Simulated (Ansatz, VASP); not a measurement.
# Two plane-wave programs on SnO (Romarchite)

```xyz
4
Lattice="3.7926 0.0000 0.0000 0.0000 3.7926 0.0000 0.0000 0.0000 4.9828" Properties=species:S:1:pos:R:3 pbc="T T T"
Sn    1.8963    0.0000    1.1539
Sn    0.0000    1.8963    3.8289
O     0.0000    0.0000    0.0000
O     1.8963    1.8963    0.0000
```

Change from the starting cell: uniaxial_z strain +4.7%.

Alike in both runs: task single point; functional r2SCAN; k mesh 6 × 6 × 6; no spin polarisation.

|  | VASP | Ansatz |
| --- | --- | --- |
| version | VASP 6.6.1 | Ansatz 0.2.0 |
| potentials or method | VASP PAW PBE potentials, release 64 (Sn_d, O) | plane waves, PAW |
| plane-wave cutoff (eV) | 520 | 500 |
| occupations | gaussian, width 0.01 eV | fixed |
| valence electrons in the cell | 40 | 40 |

|  | VASP | Ansatz | Ansatz less VASP |
| --- | --- | --- | --- |
| gap on the k mesh at the Fermi level (eV) | 0.35 | 0.35 | -0.006 |
| pressure (GPa) | 0.9 | 0.4 | -0.58 |
| largest component of the traceless stress (GPa) | 0.60 | 0.55 | -0.051 |
| rms of the force components (eV/Å) | 0.052 | 0.007 | -0.0454 |

Atom by atom the forces differ by 0.059 eV/Å (rms over components).

Caveats: the PAW data sets were made with another functional, which shifts forces and pressure a little (VASP); spin-orbit coupling is left out, which moves the levels of the heavy elements.
